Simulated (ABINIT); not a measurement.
# GaP (F-43m): from Born charge to LO-TO splitting

How high does the longitudinal optical mode of GaP (F-43m) lie, given the transverse one, the Born charge and ε∞?

Calculated with ABINIT 10.8.3; DFT LDA, scalar-relativistic, plane waves, HGH norm-conserving pseudopotentials.

## (1) The relaxed structure

Symmetry: F-43m, No. 216, cubic system. The conventional cell has a = 5.320 Å, b = 5.320 Å, c = 5.320 Å, α = 90.00°, β = 90.00°, γ = 90.00°. Nearest to Ga lie 4 P at 2.30 Å. Nearest to P lie 4 Ga at 2.30 Å. Farther neighbours are not listed.

This is the cell after its relaxation at this level of theory, not the database cell from which that began.

## (2) What the response run gave

A linear-response run on the relaxed cell, with the response to an electric field; only its zone-centre results are used. Cutoff 24 Ha, k mesh 6×6×6 with shifts.

Numbers of over 12 decimals in the logs are rounded to 6 here.

The program printed:

```text
[banners, grids, parts of the stress and lines that vanish by symmetry left out]
- input  file    -> dfpt_gamma.abi
- output file    -> dfpt_gamma.abo
- root for input  files -> dfpt_gammai
[...]
DATASET    1 : space group F-4 3 m (#216); Bravais cF (face-center cubic)
[...]
nfft =       32768          nkpt =         432
[...]
DATASET    2 : space group F-4 3 m (#216); Bravais cF (face-center cubic)
[...]
nfft =       32768          nkpt =         432
[...]
DATASET    3 : space group F-4 3 m (#216); Bravais cF (face-center cubic)
[...]
mpw =        1435          nfft =       32768          nkpt =         432
[...]
== DATASET  1 ==================================================================
[...]
cutoff_energies: {ecut:  24.0, pawecutdg:  -1.0, }
[...]
Exchange-correlation functional for the present dataset will be:
  LDA: Perdew-Wang 92 LSD fit to Ceperley-Alder data - ixc=7
[...]
- 15.00000   5.00000     10605                znucl, zion, pspdat
[...]
Perturbation : derivative vs k along direction   1
[...]
-ETOT  1  -9.277562     -9.278E+00 2.990E-01 0.000E+00
 ETOT  2  -9.293379     -1.582E-02 2.555E-03 0.000E+00
 ETOT  3  -9.293434     -5.471E-05 2.008E-05 0.000E+00
 ETOT  4  -9.293434     -3.503E-07 2.754E-07 0.000E+00
 ETOT  5  -9.293434     -3.155E-09 3.224E-09 0.000E+00
[...]
At SCF step   12   max residual=  9.98E-21 < tolwfr=  1.00E-20 =>converged.
[...]
Perturbation : derivative vs k along direction   2
[...]
-ETOT  1  -9.277562     -9.278E+00 2.990E-01 0.000E+00
[...]
At SCF step   12   max residual=  9.98E-21 < tolwfr=  1.00E-20 =>converged.
[...]
Perturbation : derivative vs k along direction   3
[...]
-ETOT  1  -9.277562     -9.278E+00 2.990E-01 0.000E+00
[...]
At SCF step   12   max residual=  9.98E-21 < tolwfr=  1.00E-20 =>converged.
[...]
1        1       3.3657790751    0.0000000000
     1        2      -1.6828895375    0.0000000000
     1        3      -1.6828895376   -0.0000000000
     2        1      -1.6828895375    0.0000000000
     2        2       3.3657790751   -0.0000000000
     2        3       1.6828895376   -0.0000000000
     3        1      -1.6828895376   -0.0000000000
     3        2       1.6828895376   -0.0000000000
     3        3       3.3657790751    0.0000000000
[...]
== DATASET  2 ==================================================================
[...]
cutoff_energies: {ecut:  24.0, pawecutdg:  -1.0, }
[...]
1    1   1    4         2.0184008474         0.0000000000
   2    1   1    4         0.0000000000         0.0000000000
   3    1   1    4        -0.0000000000         0.0000000000
   1    2   1    4        -2.0259968804         0.0000000000
   2    2   1    4         0.0000000000         0.0000000000
[...]
Effective charges, in cartesian coordinates,
[...]
2    4   1    2         0.0000000000         0.0000000000
   3    4   1    2         0.0000000000         0.0000000000
   1    4   2    2         0.0000000000         0.0000000000
   2    4   2    2        -2.0259968807         0.0000000000
   3    4   2    2         0.0000000000         0.0000000000
   1    4   3    2        -0.0000000000         0.0000000000
   2    4   3    2         0.0000000000         0.0000000000
   3    4   3    2        -2.0259968807         0.0000000000
  Phonon wavevector (reduced coordinates) :  0.00000  0.00000  0.00000
 Phonon energies in Hartree :
[...]
Phonon frequencies in cm-1    :
-  7.918980E-01  7.918980E-01  7.918982E-01  3.694387E+02  3.694387E+02
-  3.694387E+02
  Phonon at Gamma, with non-analyticity in the
[...]
Phonon energies in Hartree :
[...]
Phonon frequencies in cm-1    :
-  7.918980E-01  7.918980E-01  8.307758E-01  3.694387E+02  3.694387E+02
-  4.019833E+02
  Phonon at Gamma, with non-analyticity in the
[...]
Phonon energies in Hartree :
[...]
Phonon frequencies in cm-1    :
-  7.918980E-01  7.918982E-01  8.307757E-01  3.694387E+02  3.694387E+02
-  4.019833E+02
  Phonon at Gamma, with non-analyticity in the
[...]
Phonon energies in Hartree :
[...]
Phonon frequencies in cm-1    :
-  7.918980E-01  7.918982E-01  8.307756E-01  3.694387E+02  3.694387E+02
-  4.019833E+02
[...]
== DATASET  3 ==================================================================
[...]
cutoff_energies: {ecut:  24.0, pawecutdg:  -1.0, }
[...]
Exchange-correlation functional for the present dataset will be:
  LDA: Perdew-Wang 92 LSD fit to Ceperley-Alder data - ixc=7
[...]
j1 : displacement of atom   1 along direction   1
[...]
j1 : displacement of atom   2 along direction   1
[...]
j2 : displacement of atom   1 along direction   1
[...]
j2 : displacement of atom   2 along direction   1
[...]
j2 : displacement of atom   1 along direction   1
[...]
j2 : displacement of atom   2 along direction   1
[...]
1          1       -0.000000002        0.000000001        0.000000001
[...]
1          2       -0.000000000        0.000000000        0.124331775
[...]
1          3       -0.000000000        0.124331774       -0.000000001
[...]
2          1        0.000000002       -0.000000001       -0.000000001
[...]
2          2       -0.000000000       -0.000000000       -0.123978994
[...]
2          3       -0.000000000       -0.123978993        0.000000001
[...]
strten2     0.0000000000E+00  0.0000000000E+00  0.0000000000E+00
           strten3     0.0000000000E+00  0.0000000000E+00  0.0000000000E+00
================================================================================
```

```tsv
quantity	value
cell volume Ω (Å³)	37.645
mass of Ga (u)	69.723
mass of P (u)	30.974
Born charge of Ga, raw (e)	2.018
Born charge of P, raw (e)	-2.026
ε∞	9.942
ω(TO) after the sum rule (cm⁻¹)	369.4
```

## (3) The calculation

The charges must sum to zero over the cell; taking off their mean, -0.004 e, leaves Z* = 2.022 e on Ga. In the polar mode Ga moves against P, so the reduced mass is μ = 69.72 × 30.97 / 100.70 = 21.446 u.

A longitudinal wave builds up a field that adds to the restoring force: ω(LO)² = ω(TO)² + 4π Z*² / (μ Ω ε∞), in Hartree atomic units. With μ = 39094 electron masses and Ω = 254.04 bohr³ the second term is 5.2045e-07 Ha², or 25069 cm⁻² (1 Ha = 219474.6 cm⁻¹).

So ω(LO) = √(136486 + 25069) = 401.9 cm⁻¹, and by the Lyddane-Sachs-Teller relation ε₀ = ε∞ (ω(LO)/ω(TO))² = 11.77.

## (4) Check against the program

The analysis program adds the same non-analytic term to the full matrix.

The program printed:

```text
[banners, grids, parts of the stress and lines that vanish by symmetry left out]
-outvars_anaddb: echo values of input variables ----------------------

 Flags :
[...]
Dielectric Tensor and Effective Charges
[...]
Effective charge tensors after
[...]
1          1       -0.000000002        0.000000001        0.000000001
[...]
1          2       -0.000000000        0.000000000        0.124155385
[...]
1          3       -0.000000000        0.124155384       -0.000000001
[...]
2          1        0.000000002       -0.000000001       -0.000000001
[...]
2          2       -0.000000000       -0.000000000       -0.124155385
[...]
2          3       -0.000000000       -0.124155384        0.000000001
[...]
Phonon wavevector (reduced coordinates) :  0.00000  0.00000  0.00000
 Phonon energies in Hartree :
[...]
Phonon energies in meV     :
-  0.000000E+00  0.000000E+00  0.000000E+00  4.580432E+01  4.580432E+01
-  4.580432E+01
 Phonon frequencies in cm-1    :
-  0.000000E+00  0.000000E+00  0.000000E+00  3.694367E+02  3.694367E+02
-  3.694367E+02
 Phonon frequencies in Thz     :
-  0.000000E+00  0.000000E+00  0.000000E+00  1.107543E+01  1.107543E+01
-  1.107543E+01
 Phonon energies in Kelvin  :
-  0.000000E+00  0.000000E+00  0.000000E+00  5.315370E+02  5.315370E+02
-  5.315370E+02
[...]
-  1  0.00000000E+00  0.00000000E+00  2.33406097E-03
-     0.00000000E+00  0.00000000E+00  0.00000000E+00
-  2  0.00000000E+00  0.00000000E+00  2.33406095E-03
-     0.00000000E+00  0.00000000E+00  0.00000000E+00
[...]
-  1  0.00000000E+00  2.33406097E-03  0.00000000E+00
-     0.00000000E+00  0.00000000E+00  0.00000000E+00
-  2  0.00000000E+00  2.33406095E-03  0.00000000E+00
-     0.00000000E+00  0.00000000E+00  0.00000000E+00
[...]
-  1  2.33406098E-03  0.00000000E+00  0.00000000E+00
-     0.00000000E+00  0.00000000E+00  0.00000000E+00
-  2  2.33406095E-03  0.00000000E+00  0.00000000E+00
-     0.00000000E+00  0.00000000E+00  0.00000000E+00
[...]
-  1  0.00000000E+00  0.00000000E+00  1.55568312E-03
-     0.00000000E+00  0.00000000E+00  0.00000000E+00
-  2  0.00000000E+00  0.00000000E+00 -3.50189606E-03
-     0.00000000E+00  0.00000000E+00  0.00000000E+00
[...]
-  1  2.27145173E-07  1.55568310E-03  0.00000000E+00
-     0.00000000E+00  0.00000000E+00  0.00000000E+00
-  2 -5.11311575E-07 -3.50189602E-03  0.00000000E+00
-     0.00000000E+00  0.00000000E+00  0.00000000E+00
[...]
-  1  1.55568310E-03 -2.27144592E-07  0.00000000E+00
-     0.00000000E+00  0.00000000E+00  0.00000000E+00
-  2 -3.50189602E-03  5.11310267E-07  0.00000000E+00
[...]
-  4.983376E+01
 Phonon frequencies in cm-1    :
-  0.000000E+00  0.000000E+00  0.000000E+00  3.694367E+02  3.694367E+02
-  4.019364E+02
 Phonon frequencies in Thz     :
-  0.000000E+00  0.000000E+00  0.000000E+00  1.107543E+01  1.107543E+01
-  1.204975E+01
 Phonon energies in Kelvin  :
-  0.000000E+00  0.000000E+00  0.000000E+00  5.315370E+02  5.315370E+02
-  5.782968E+02
[...]
-  1  0.00000000E+00  0.00000000E+00  2.33406097E-03
[...]
-  2  0.00000000E+00  0.00000000E+00  2.33406095E-03
[...]
Phonon at Gamma, with non-analyticity in the
[...]
Phonon energies in Hartree :
[...]
Phonon energies in meV     :
-  0.000000E+00  0.000000E+00  0.000000E+00  4.580432E+01  4.580432E+01
-  4.983376E+01
 Phonon frequencies in cm-1    :
-  0.000000E+00  0.000000E+00  0.000000E+00  3.694367E+02  3.694367E+02
-  4.019364E+02
 Phonon frequencies in Thz     :
-  0.000000E+00  0.000000E+00  0.000000E+00  1.107543E+01  1.107543E+01
-  1.204975E+01
 Phonon energies in Kelvin  :
-  0.000000E+00  0.000000E+00  0.000000E+00  5.315370E+02  5.315370E+02
-  5.782968E+02
[...]
Phonon at Gamma, with non-analyticity in the
[...]
Phonon energies in Hartree :
[...]
Phonon energies in meV     :
-  0.000000E+00  0.000000E+00  0.000000E+00  4.580432E+01  4.580432E+01
-  4.983376E+01
 Phonon frequencies in cm-1    :
-  0.000000E+00  0.000000E+00  0.000000E+00  3.694367E+02  3.694367E+02
-  4.019364E+02
 Phonon frequencies in Thz     :
-  0.000000E+00  0.000000E+00  0.000000E+00  1.107543E+01  1.107543E+01
-  1.204975E+01
 Phonon energies in Kelvin  :
-  0.000000E+00  0.000000E+00  0.000000E+00  5.315370E+02  5.315370E+02
-  5.782968E+02
[...]
-  1  0.00000000E+00  2.33406097E-03  0.00000000E+00
[...]
-  2  0.00000000E+00  2.33406095E-03  0.00000000E+00
[...]
-  1  2.33406097E-03  0.00000000E+00  0.00000000E+00
[...]
-  2  2.33406095E-03  0.00000000E+00  0.00000000E+00
[...]
-  1  2.31334933E-04  9.65969300E-04 -1.19730423E-03
[...]
-  2 -5.20742869E-04 -2.17443003E-03  2.69517290E-03
[...]
-  1  1.24896656E-03 -8.24825207E-04 -4.24141350E-04
[...]
-  2 -2.81146656E-03  1.85670983E-03  9.54756726E-04
[...]
-         0.000000000       0.000000000       0.000000000
-         0.000000000       0.000000000      -0.000000000
[...]
-        -0.000000000      -0.007702691       0.006214430
-        -0.007702691      -0.000000000       0.001488261
-         0.006214430       0.001488261      -0.000000000
[...]
-        -0.000000000      -0.002728655      -0.005306399
-        -0.002728655       0.000000000       0.008035054
-        -0.005306399       0.008035054      -0.000000000
[...]
Direction                     Dielectric constant
[...]
0.00000   0.00000   1.00000     11.76796516
   1.00000   1.00000   1.00000     11.76796516
-
```

```tsv
quantity	by hand	program
ω(LO) (cm⁻¹)	401.9	401.9
ε₀	11.77	11.77
```

## (5) Summary of results

```
TO mode                    : 369.4 cm⁻¹
LO mode                    : 401.9 cm⁻¹
static dielectric constant : 11.77
```

**Reading.** The LO mode of GaP (F-43m) lies at 402 cm⁻¹, 32 cm⁻¹ above the TO mode; the formula meets the program within 0.1 cm⁻¹, as it must for a cubic crystal with one polar mode. ω(LO)² − ω(TO)² goes with Z*²/ε∞: an error of 5 % in ε∞ would move the LO mode by 1.5 cm⁻¹, and semilocal functionals tend to overestimate ε∞. These are harmonic values at zero temperature, at the volume of this functional, for the structure held cubic; stability elsewhere in the zone is no part of this calculation.

[Host names and launcher messages were left out of these logs when they were recorded.]

[Logs are printed without paths, hosts, clocks, repeated set-up lines and the standing remarks that a program may print on its own settings, such as how far it seeks lower states.]

[Hosts, paths, dates, database ids (printed as entryN), source tags and the programs' standing remarks are cut or masked in the printed files.]
